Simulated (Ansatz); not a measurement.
**Phases of MgO at 190 GPa**

Structure types of MgO are relaxed in primitive cells with their symmetry kept at 190 GPa, on PAW files; LAPW relaxes the small cells further and takes the PAW cell for the others (marked *). The enthalpy is E + pV at zero temperature, without zero-point motion. Only the types listed were tried, and differences under about 5 meV/atom are mesh noise. The real phase may be another.

Level of theory: DFT with PBE, scalar-relativistic, in Ansatz 0.2.0; Fermi–Dirac smearing of 0.08 eV, no spin polarisation. LAPW: all electrons, basis error target 0.5 meV/atom; PAW: frozen-core files, cutoff 420 eV.

k meshes: rocksalt 18×18×18, CsCl 16×16×16, zincblende 17×17×17, wurtzite 13×13×7, NiAs 12×12×7.

Which type is lowest in enthalpy, and by how much?

rocksalt, 227 meV/atom below NiAs. The whole table:

| start type | ends as | a, b, c (Å) | V (Å³/atom) | H − H(lowest), LAPW (meV/atom) | same, PAW |
| --- | --- | --- | --- | --- | --- |
| rocksalt | rocksalt, Fm-3m | 3.627, 3.627, 3.627 | 5.96 | 0.0 | 0.0 |
| CsCl | CsCl, Pm-3m | 2.254, 2.254, 2.254 | 5.73 | 456.9 | 454.8 |
| zincblende | zincblende, F-43m | 3.838, 3.838, 3.838 | 7.07 | 1906.3 | 1909.8 |
| wurtzite* | flat h-MgO, P6_3/mmc | 2.943, 2.943, 3.579 | 6.71 | 1248.6 | 1249.9 |
| NiAs* | NiAs, P6_3/mmc | 2.499, 2.499, 4.442 | 6.01 | 226.9 | 227.1 |
